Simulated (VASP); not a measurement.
The system is MnO.

```
Mn O
1.0
     2.97129   -1.71698    0.00000
     2.97129    1.71698    0.00000
    -1.98463    0.00000    2.81031
Mn O
1 1
Direct
  0.50020 0.50020 0.50067
  0.74980 0.74980 0.24934
```

The cell comes from a database or a generator and needn't be the stable form of this composition.

Base run:

```yaml
Program: VASP 6.6.1
Functional: SCAN
Potentials_or_basis: VASP PAW PBE potentials, release 64 (Mn_pv, O)
Cutoff: 520 eV
k_mesh: 7 × 7 × 7
Occupations: fermi-dirac, width 0.05 eV
Spin: collinear spin, ferromagnetic start
Starting_moments: "[4.0, 0.0] μB"
```

Its results: pressure -6.7 GPa; net moment 5.00 μB per cell; site moments Mn +4.51; O +0.16 μB.

Task: The run is repeated on the same cell with these changes: functional from SCAN to RPBE. What comes out?

Result: Pressure 0.1 GPa; net moment 5.00 μB per cell; site moments Mn +4.45; O +0.17 μB.

Caveats: the PAW data sets were made with another functional, which shifts forces and pressure a little; a cell with one magnetic atom can't hold antiferromagnetic order, which such compounds often take.
